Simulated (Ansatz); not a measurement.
**Cu under changes of volume**

One of the cells (11.994 Å³/atom); the others are scaled copies at fixed shape and fractional positions:

```
Cu
1.0
     1.21846   -3.97638    0.00000
     1.21846    3.97638    0.00000
     0.00000    0.00000    2.47550
Cu
2
Direct
  0.86613 0.13387 0.75000
  0.13387 0.86613 0.25000
```

This isn't the form of Cu at room conditions, which is fcc.

```yaml
Program: Ansatz 0.2.0
Functional: r2SCAN
Potentials_or_basis: Ansatz PAW
Cutoff: "500 eV (not typed: the program's choice for these potentials)"
k_mesh: 11 × 11 × 11
Occupations: fermi-dirac, width 0.05 eV
Spin: no spin polarisation
```

```csv
volume (Å³/atom),energy over the lowest point (meV/atom),pressure (GPa),largest force (eV/Å)
11.274,?,?,?
11.514,10.21,6.9,0.069
11.754,2.59,3.4,0.038
11.994,0.00,0.2,0.010
12.234,1.86,-2.6,0.016
12.474,7.64,-5.0,0.040
12.714,16.91,-7.2,0.062
```

Problem. What does the run at 11.274 Å³/atom give?

Solution. Energy over the lowest point 23.48 meV/atom; pressure 10.9 GPa; largest force 0.103 eV/Å.

Worked out: A Birch-Murnaghan fit of order 3 (a polynomial in V^(-2/3)) to the other rows has its minimum at 12.01 Å³/atom with B0 = V·E''(V) = 147 GPa and B' = 5.1 at fixed shape and positions, which overstates the stiffness. It gives 23.51 meV/atom at 11.274 Å³/atom, against the run's 23.48, and -dE/dV = 10.9 GPa, against 10.9.

Energies are extrapolated to zero smearing.

Caveats: the PAW data sets come from PBE, with cores solved anew for the run's functional, which leaves a small shift of forces and pressure.
